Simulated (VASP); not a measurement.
# MgO (P-6m2) in VASP: notebook

Runs on MgO. Level: PBE. Tasks: single point.

All numbers are computed with VASP 6.6.1; they aren't measurements. Logs are shortened: lines on timing, memory, paths and dates and some standing lists are left out, and cuts for length are marked.

### Step 1. The structure

The structure is hexagonal, space group P-6m2 (No. 187). The conventional cell has a = 2.938 Å, b = 2.938 Å, c = 2.680 Å, α = 90.00°, β = 90.00°, γ = 120.00°. Mg (site symmetry -6m2) is surrounded by 6 O at 2.16 Å. Around O (site symmetry -6m2) lie 6 Mg at 2.16 Å.

Measurements of this composition are mostly on another form, of space group No. 225.

### Step 2. Single point, PBE

The input, INCAR:

```
ADDGRID = False
ALGO = Normal
EDIFF = 1E-6
ENCUT = 800
GGA = PE
ISIF = 2
ISMEAR = 0
LASPH = True
LCHARG = False
LREAL = False
LWAVE = False
NELM = 100
PREC = Accurate
SIGMA = 0.05
```

The input, KPOINTS:

```
k-points
0
Gamma
  8 8 7
```

The input, POSCAR:

```
MgO
1.0
    2.9380209034      0.0000000000      0.0000000000
   -1.4690104517      2.5444007392      0.0000000000
    0.0000000000      0.0000000000      2.6796800000
Mg O
1 1
Direct
    0.0000000000      0.0000000000      0.0000000000
    0.3333333333      0.6666666667      0.5000000000
```

Potentials or basis: VASP PAW PBE potentials, release 64 (Mg, O_h).

Launch:

```bash
> cat potpaw_PBE.64/Mg/POTCAR potpaw_PBE.64/O_h/POTCAR > POTCAR
> mpirun -np 1 vasp_std > vasp.out
```

OUTCAR:

```text
EDIFF = 1E-6
   ENCUT = 800
   GGA = PE
   ISIF = 2
   ISMEAR = 0
   LASPH = True
   LREAL = False
   NELM = 100
   PREC = Accurate

 Found     40 irreducible k-points:

 Following reciprocal coordinates:
            Coordinates               Weight
  0.000000  0.000000  0.000000      1.000000
  0.125000  0.000000  0.000000      6.000000
  0.250000  0.000000  0.000000      6.000000
  0.375000  0.000000  0.000000      6.000000
  0.500000  0.000000  0.000000      3.000000
  0.125000  0.125000  0.000000      6.000000
   k-points           NKPTS =     40   k-points in BZ     NKDIM =     40   number of bands    NBANDS=      8
   number of dos      NEDOS =    301   number of ions     NIONS =      2
   total plane-waves  NPLWV =  21952
   dimension x,y,z NGX =    28 NGY =   28 NGZ =   28
   dimension x,y,z NGXF=    56 NGYF=   56 NGZF=   56
   ions per type =               1   1
   NGX,Y,Z   is equivalent  to a cutoff of  15.84, 15.84, 17.37 a.u.
   NGXF,Y,Z  is equivalent  to a cutoff of  31.69, 31.69, 34.74 a.u.
 SYSTEM =  unknown system
   PREC   = accura    normal or accurate (medium, high low for compatibility)
   ISTART =      0    job   : 0-new  1-cont  2-samecut
   ICHARG =      2    charge: 1-file 2-atom 10-const
   ISPIN  =      1    spin polarized calculation?
   LNONCOLLINEAR =      F non collinear calculations
   LSORBIT =      F    spin-orbit coupling
   LASPH  =      T    aspherical Exc in radial PAW
   ENCUT  =  800.0 eV  58.80 Ry    7.67 a.u.   6.78  6.78  6.18*2*pi/ulx,y,z
   NELM   =    100;   NELMIN=  2; NELMDL= -5     # of ELM steps
   EDIFF  = 0.1E-05   stopping-criterion for ELM
   LREAL  =      F    real-space projection
   EDIFFG = 0.1E-04   stopping-criterion for IOM
   NSW    =      0    number of steps for IOM
   IBRION =     -1    ionic relax: 0-MD 1-quasi-New 2-CG
   NFREE  =      0    steps in history (QN), initial steepest desc. (CG)
   ISIF   =      2    stress and relaxation
   ISYM   =      2    0-nonsym 1-usesym 2-fastsym
   POTIM  = 0.5000    time-step for ionic-motion
   TEBEG  =    0.0;   TEEND  =   0.0 temperature during run
   PSTRESS=    0.0 pullay stress
   NELECT =       8.0000    total number of electrons
   NUPDOWN=      -1.0000    fix difference up-down
   EMIN   =  10.00;   EMAX   =-10.00  energy-range for DOS
   EFERMI =   0.00;   METHOD = LEGACY
   ISMEAR =     0;   SIGMA  =   0.05  broadening in eV -4-tet -1-fermi 0-gaus
   EFERMI_NEDOS =   21; number of points for ismear=-14 and -15
   IALGO  =     38    algorithm
   IMIX   =      4    mixing-type and parameters
     AMIX     =   0.40;   BMIX     =  1.00
     AMIX_MAG =   1.60;   BMIX_MAG =  1.00
  volume/ion in A,a.u.               =      10.02        67.59
  Fermi-wavevector in a.u.,A,eV,Ry     =   1.205583  2.278221 19.775115  1.453430
  Thomas-Fermi vector in A             =   2.341275
   LORBIT       =      0    0 simple, 1 ext, 2 COOP (PROOUT), +10 PAW based schemes
   GGA     = PE    functional components
   LHFCALC =     F    Hartree Fock is set to
   AEXX    =    0.0000 exact exchange contribution
   IVDW    =     0    specifies the selected vdW correction
   LEPSILON=     F    determine dielectric tensor
   LRPA    =     F    only Hartree local field effects (RPA)
 non-spin polarized calculation
 Gauss-broadening in eV      SIGMA  =   0.05
  energy-cutoff  :      800.00
  volume of cell :       20.03
 maximum number of plane-waves:      1038
 NGX is ok and might be reduce to    28
   NGX = 13   NGY = 13   NGZ = 13

 number of electron       7.9999998 magnetization

 Free energy of the ion-electron system (eV)
  ---------------------------------------------------
  ext. energy  EPLUGINS =         0.00000000
  ---------------------------------------------------
  free energy    TOTEN  =       -11.23523944 eV

  energy without entropy =      -11.23523944  energy(sigma->0) =      -11.23523944

 E-fermi :   3.9932     XC(G=0): -10.7383

 val. band max:        3.6801413643   @ k =   0.3750   0.2500   0.0000
 cond. band min:       6.6827632431   @ k =   0.0000   0.0000   0.0000
 fundamental gap:      3.0026218788
 Fermi energy:         3.9932238296

 k-point     1 :       0.0000    0.0000    0.0000
  band No.  band energies     occupation
      1     -13.7505      2.00000
      2       3.0859      2.00000
      3       3.0859      2.00000
      4       3.2888      2.00000
      5       6.6828      0.00000
      6      15.5578      0.00000
      7      19.2535      0.00000
      8      19.2535      0.00000

 k-point     2 :       0.1250    0.0000    0.0000
  band No.  band energies     occupation
      1     -13.6164      2.00000
      2       2.1258      2.00000
      3       2.9708      2.00000
      4       3.3368      2.00000
      5       7.5929      0.00000
      6      15.5298      0.00000
      7      17.9869      0.00000
      8      19.6448      0.00000

 k-point     3 :       0.2500    0.0000    0.0000
  band No.  band energies     occupation
      1     -13.2714      2.00000
      2       0.5360      2.00000
      3       2.7103      2.00000
      4       3.4571      2.00000
      5       9.0500      0.00000
      6      14.6842      0.00000
      7      17.4944      0.00000
      8      20.5185      0.00000

 k-point     4 :       0.3750    0.0000    0.0000
  band No.  band energies     occupation
      1     -12.8901      2.00000
      2      -0.7147      2.00000
      3       2.4684      2.00000
      4       3.5849      2.00000
      5      10.0360      0.00000
      6      14.0938      0.00000
      7      17.2134      0.00000
      8      21.2395      0.00000

 k-point     5 :       0.5000    0.0000    0.0000
  band No.  band energies     occupation
      1     -12.7190      2.00000
      2      -1.1909      2.00000
      3       2.3717      2.00000
      4       3.6389      2.00000
      5      10.2815      0.00000
      6      14.2162      0.00000
      7      16.7759      0.00000
      8      21.4819      0.00000

 k-point     6 :       0.1250    0.1250    0.0000
  band No.  band energies     occupation
      1     -13.3761      2.00000
      2       1.0257      2.00000
      3       2.6640      2.00000
      4       3.4214      2.00000
      5       8.7391      0.00000
      6      15.0092      0.00000
      7      17.5230      0.00000
      8      20.0989      0.00000

 [... further k-points ...]

------------------------ aborting loop because EDIFF is reached ----------------------------------------

  FORCE on cell =-STRESS in cart. coord.  units (eV):
  Direction    XX          YY          ZZ          XY          YZ          ZX
  --------------------------------------------------------------------------------------
  -------------------------------------------------------------------------------------
  Total       -0.4391187     -0.4391187     -0.4519888      0.0000000     -0.0000000      0.0000000
  in kB      -35.1211849    -35.1211849    -36.1505486      0.0000000     -0.0000000      0.0000000
  external PRESSURE =     -35.4643061 kB  Pullay stress =       0.0000000 kB

 VOLUME and BASIS-vectors are now :
 -----------------------------------------------------------------------------
  energy-cutoff  :      800.00
  volume of cell :       20.03
      direct lattice vectors                 reciprocal lattice vectors
     2.938020903  0.000000000  0.000000000     0.340365175  0.196509926  0.000000000
    -1.469010452  2.544400739  0.000000000     0.000000000  0.393019851  0.000000000
     0.000000000  0.000000000  2.679680000     0.000000000  0.000000000  0.373178887

 POSITION                                       TOTAL-FORCE (eV/Angst)
 -----------------------------------------------------------------------------------
      0.00000      0.00000      0.00000         0.000000     -0.000000      0.000000
     -0.00000      1.69627      1.33984        -0.000000      0.000000      0.000000
 -----------------------------------------------------------------------------------
    total drift:                               -0.000001      0.000000     -0.000000

  FREE ENERGIE OF THE ION-ELECTRON SYSTEM (eV)
  ---------------------------------------------------
  free  energy   TOTEN  =       -11.2352394392 eV

  energy  without entropy=      -11.2352394392  energy(sigma->0) =      -11.23523944
```

Run time: 11 s. Hardware: 1 thread of AMD EPYC 7R13 (Zen 3), shared host; peak memory 0.13 GiB.

The run converged, but some of its settings lie outside the range that counts as converged, so its numbers aren't taken as properties of the crystal.

Results:

```
Free energy            : -11.2352 eV
Band gap on the k mesh : 3.00 eV, indirect (least direct gap 3.39 eV)
```

Caveat: the cutoff is under 1.25 times the usual one of these potentials, so pressure, stress and relaxed cells hold a basis-set (Pulay) error; an odd mesh through Γ misses points on the zone boundary, where band edges often lie.

### Step 3. Single point, PBE

INCAR is that of step 2.

KPOINTS is that of step 2.

The input, POSCAR:

```
MgO
1.0
    2.9380209034      0.0000000000      0.0000000000
   -1.4690104517      2.5444007392      0.0000000000
    0.0000000000      0.0000000000      2.6796800000
Mg O
1 1
Direct
   -0.0050010000     -0.0013850000      0.0023980000
    0.2972290000      0.6917140000      0.5132270000
```

Potentials or basis: VASP PAW PBE potentials, release 64 (Mg, O_h).

Launch:

```bash
> cat potpaw_PBE.64/Mg/POTCAR potpaw_PBE.64/O_h/POTCAR > POTCAR
> mpirun -np 1 vasp_std > vasp.out
```

It took 49 s on 1 thread of AMD EPYC 7R13 (Zen 3), shared host; peak memory 0.19 GiB.

These settings aren't checked as converged: the numbers below hold their error.

What came out:

```yaml
Free_energy: -11.1894 eV
Largest_force: 0.670 eV/Å
Band_gap_on_the_k_mesh: 2.95 eV, indirect (least direct gap 3.40 eV)
```

Caveat: the cutoff is under 1.25 times the usual one of these potentials, so pressure, stress and relaxed cells hold a basis-set (Pulay) error; an odd mesh through Γ misses points on the zone boundary, where band edges often lie.

### Step 4. Single point, PBE

INCAR: that of step 3 with these lines changed.

```diff
@@ -1,4 +1,4 @@
-ADDGRID = False
+ADDGRID = True
 ALGO = Normal
-EDIFF = 1E-6
+EDIFF = 1E-7
 ENCUT = 800
```

KPOINTS is that of step 3.

The input, POSCAR:

```
MgO
1.0
    2.9380209034      0.0000000000      0.0000000000
   -1.4690104517      2.5444007392      0.0000000000
    0.0000000000      0.0000000000      2.6796800000
Mg O
1 1
Direct
    0.0000000000      0.0000000000      0.0000000000
    0.3333333333      0.6666666667      0.5000000000
```

Potentials or basis: VASP PAW PBE potentials, release 64 (Mg, O_h).

Launch:

```bash
> cat potpaw_PBE.64/Mg/POTCAR potpaw_PBE.64/O_h/POTCAR > POTCAR
> mpirun -np 1 vasp_std > vasp.out
```

OUTCAR:

```text
EDIFF = 1E-7
   ENCUT = 800
   GGA = PE
   ISIF = 2
   ISMEAR = 0
   LASPH = True
   LREAL = False
   NELM = 100
   PREC = Accurate

 Found     40 irreducible k-points:

 Following reciprocal coordinates:
            Coordinates               Weight
  0.000000  0.000000  0.000000      1.000000
  0.125000  0.000000  0.000000      6.000000
  0.250000  0.000000  0.000000      6.000000
  0.375000  0.000000  0.000000      6.000000
  0.500000  0.000000  0.000000      3.000000
  0.125000  0.125000  0.000000      6.000000
   k-points           NKPTS =     40   k-points in BZ     NKDIM =     40   number of bands    NBANDS=      8
   number of dos      NEDOS =    301   number of ions     NIONS =      2
   total plane-waves  NPLWV =  21952
   dimension x,y,z NGX =    28 NGY =   28 NGZ =   28
   dimension x,y,z NGXF=    56 NGYF=   56 NGZF=   56
   ions per type =               1   1
   NGX,Y,Z   is equivalent  to a cutoff of  15.84, 15.84, 17.37 a.u.
   NGXF,Y,Z  is equivalent  to a cutoff of  31.69, 31.69, 34.74 a.u.
 SYSTEM =  unknown system
   PREC   = accura    normal or accurate (medium, high low for compatibility)
   ISTART =      0    job   : 0-new  1-cont  2-samecut
   ICHARG =      2    charge: 1-file 2-atom 10-const
   ISPIN  =      1    spin polarized calculation?
   LNONCOLLINEAR =      F non collinear calculations
   LSORBIT =      F    spin-orbit coupling
   LASPH  =      T    aspherical Exc in radial PAW
   ENCUT  =  800.0 eV  58.80 Ry    7.67 a.u.   6.78  6.78  6.18*2*pi/ulx,y,z
   NELM   =    100;   NELMIN=  2; NELMDL= -5     # of ELM steps
   EDIFF  = 0.1E-06   stopping-criterion for ELM
   LREAL  =      F    real-space projection
   EDIFFG = 0.1E-05   stopping-criterion for IOM
   NSW    =      0    number of steps for IOM
   IBRION =     -1    ionic relax: 0-MD 1-quasi-New 2-CG
   NFREE  =      0    steps in history (QN), initial steepest desc. (CG)
   ISIF   =      2    stress and relaxation
   ISYM   =      2    0-nonsym 1-usesym 2-fastsym
   POTIM  = 0.5000    time-step for ionic-motion
   TEBEG  =    0.0;   TEEND  =   0.0 temperature during run
   PSTRESS=    0.0 pullay stress
   NELECT =       8.0000    total number of electrons
   NUPDOWN=      -1.0000    fix difference up-down
   EMIN   =  10.00;   EMAX   =-10.00  energy-range for DOS
   EFERMI =   0.00;   METHOD = LEGACY
   ISMEAR =     0;   SIGMA  =   0.05  broadening in eV -4-tet -1-fermi 0-gaus
   EFERMI_NEDOS =   21; number of points for ismear=-14 and -15
   IALGO  =     38    algorithm
   IMIX   =      4    mixing-type and parameters
     AMIX     =   0.40;   BMIX     =  1.00
     AMIX_MAG =   1.60;   BMIX_MAG =  1.00
  volume/ion in A,a.u.               =      10.02        67.59
  Fermi-wavevector in a.u.,A,eV,Ry     =   1.205583  2.278221 19.775115  1.453430
  Thomas-Fermi vector in A             =   2.341275
   LORBIT       =      0    0 simple, 1 ext, 2 COOP (PROOUT), +10 PAW based schemes
   GGA     = PE    functional components
   LHFCALC =     F    Hartree Fock is set to
   AEXX    =    0.0000 exact exchange contribution
   IVDW    =     0    specifies the selected vdW correction
   LEPSILON=     F    determine dielectric tensor
   LRPA    =     F    only Hartree local field effects (RPA)
 non-spin polarized calculation
 Gauss-broadening in eV      SIGMA  =   0.05
  energy-cutoff  :      800.00
  volume of cell :       20.03
 maximum number of plane-waves:      1038
 NGX is ok and might be reduce to    28
   NGX = 13   NGY = 13   NGZ = 13

 number of electron       8.0000000 magnetization

 Free energy of the ion-electron system (eV)
  ---------------------------------------------------
  ext. energy  EPLUGINS =         0.00000000
  ---------------------------------------------------
  free energy    TOTEN  =       -11.23524675 eV

  energy without entropy =      -11.23524675  energy(sigma->0) =      -11.23524675

 E-fermi :   3.9934     XC(G=0): -10.7379

 val. band max:        3.6804199822   @ k =   0.3750   0.2500   0.0000
 cond. band min:       6.6835807739   @ k =   0.0000   0.0000   0.0000
 fundamental gap:      3.0031607917
 Fermi energy:         3.9934200963

 k-point     1 :       0.0000    0.0000    0.0000
  band No.  band energies     occupation
      1     -13.7502      2.00000
      2       3.0860      2.00000
      3       3.0860      2.00000
      4       3.2891      2.00000
      5       6.6836      0.00000
      6      15.5582      0.00000
      7      19.2536      0.00000
      8      19.2536      0.00000

 k-point     2 :       0.1250    0.0000    0.0000
  band No.  band energies     occupation
      1     -13.6161      2.00000
      2       2.1260      2.00000
      3       2.9709      2.00000
      4       3.3371      2.00000
      5       7.5936      0.00000
      6      15.5302      0.00000
      7      17.9871      0.00000
      8      19.6449      0.00000

 k-point     3 :       0.2500    0.0000    0.0000
  band No.  band energies     occupation
      1     -13.2712      2.00000
      2       0.5362      2.00000
      3       2.7104      2.00000
      4       3.4574      2.00000
      5       9.0508      0.00000
      6      14.6848      0.00000
      7      17.4944      0.00000
      8      20.5186      0.00000

 k-point     4 :       0.3750    0.0000    0.0000
  band No.  band energies     occupation
      1     -12.8899      2.00000
      2      -0.7145      2.00000
      3       2.4685      2.00000
      4       3.5851      2.00000
      5      10.0370      0.00000
      6      14.0942      0.00000
      7      17.2134      0.00000
      8      21.2396      0.00000

 k-point     5 :       0.5000    0.0000    0.0000
  band No.  band energies     occupation
      1     -12.7188      2.00000
      2      -1.1907      2.00000
      3       2.3718      2.00000
      4       3.6391      2.00000
      5      10.2825      0.00000
      6      14.2166      0.00000
      7      16.7758      0.00000
      8      21.4820      0.00000

 k-point     6 :       0.1250    0.1250    0.0000
  band No.  band energies     occupation
      1     -13.3759      2.00000
      2       1.0259      2.00000
      3       2.6641      2.00000
      4       3.4217      2.00000
      5       8.7399      0.00000
      6      15.0097      0.00000
      7      17.5231      0.00000
      8      20.0990      0.00000

 [... further k-points ...]

------------------------ aborting loop because EDIFF is reached ----------------------------------------

  FORCE on cell =-STRESS in cart. coord.  units (eV):
  Direction    XX          YY          ZZ          XY          YZ          ZX
  --------------------------------------------------------------------------------------
  -------------------------------------------------------------------------------------
  Total       -0.4380781     -0.4380781     -0.4501602      0.0000000     -0.0000000      0.0000000
  in kB      -35.0379611    -35.0379611    -36.0042966      0.0000000     -0.0000000      0.0000000
  external PRESSURE =     -35.3600730 kB  Pullay stress =       0.0000000 kB

 VOLUME and BASIS-vectors are now :
 -----------------------------------------------------------------------------
  energy-cutoff  :      800.00
  volume of cell :       20.03
      direct lattice vectors                 reciprocal lattice vectors
     2.938020903  0.000000000  0.000000000     0.340365175  0.196509926  0.000000000
    -1.469010452  2.544400739  0.000000000     0.000000000  0.393019851  0.000000000
     0.000000000  0.000000000  2.679680000     0.000000000  0.000000000  0.373178887

 POSITION                                       TOTAL-FORCE (eV/Angst)
 -----------------------------------------------------------------------------------
      0.00000      0.00000      0.00000         0.000000     -0.000000      0.000000
     -0.00000      1.69627      1.33984        -0.000000      0.000000      0.000000
 -----------------------------------------------------------------------------------
    total drift:                                0.000000     -0.000000     -0.000000

  FREE ENERGIE OF THE ION-ELECTRON SYSTEM (eV)
  ---------------------------------------------------
  free  energy   TOTEN  =       -11.2352467477 eV

  energy  without entropy=      -11.2352467477  energy(sigma->0) =      -11.23524675
```

Wall time 20 s (1 thread of AMD EPYC 7R13 (Zen 3), shared host); peak memory 0.24 GiB.

These settings aren't checked as converged: the numbers below hold their error.

Results:

```yaml
Free_energy: -11.2352 eV
Band_gap_on_the_k_mesh: 3.00 eV, indirect (least direct gap 3.39 eV)
```

Caveat: the cutoff is under 1.25 times the usual one of these potentials, so pressure, stress and relaxed cells hold a basis-set (Pulay) error; an odd mesh through Γ misses points on the zone boundary, where band edges often lie.

### Step 5. For comparison

An earlier run on the cell as given: functional PBE; potentials or basis VASP PAW PBE potentials, release 64 (Mg, O); cutoff 520 eV; k mesh 10 × 10 × 10; occupations fermi-dirac, width 0.05 eV; no spin polarisation.

* Pressure: -0.7 GPa
* Band gap on the k mesh: 3.01 eV, indirect (least direct gap 3.40 eV)
